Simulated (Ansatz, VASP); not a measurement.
## BP in VASP and in Ansatz

```
CELL_PARAMETERS angstrom
0.00000 2.26607 2.26607
2.26607 0.00000 2.26607
2.26607 2.26607 0.00000
ATOMIC_POSITIONS crystal
B 0.00000 0.00000 0.00000
P 0.25000 0.25000 0.25000
```

Alike in both runs: task relaxation of cell and atoms; functional PBE; dispersion D3(BJ); k mesh 10 × 10 × 10; occupations gaussian, width 0.02 eV; no spin polarisation.

|  | VASP | Ansatz |
| --- | --- | --- |
| version | VASP 6.6.1 | Ansatz 0.2.0 |
| potentials or method | VASP PAW PBE potentials, release 64 (B, P) | scalar-relativistic, plane waves, PAW |
| plane-wave cutoff (eV) | 600 | 420 |
| valence electrons in the cell | 8 | 8 |

Ansatz gave:

```
gap on the k mesh at the Fermi level, each at its own relaxed structure (eV) : 1.22
relaxed volume (Å³/atom)                                                     : 11.45
relaxed cell length with the largest relative difference (Å)                 : 3.187
energy change over the relaxation (meV/atom)                                 : -2
```

What did VASP give for the same quantities?

gap on the k mesh at the Fermi level, each at its own relaxed structure (eV): 1.21; relaxed volume (Å³/atom): 11.43; relaxed cell length with the largest relative difference (Å): 3.186; energy change over the relaxation (meV/atom): -2.

A k mesh can miss the band edges.
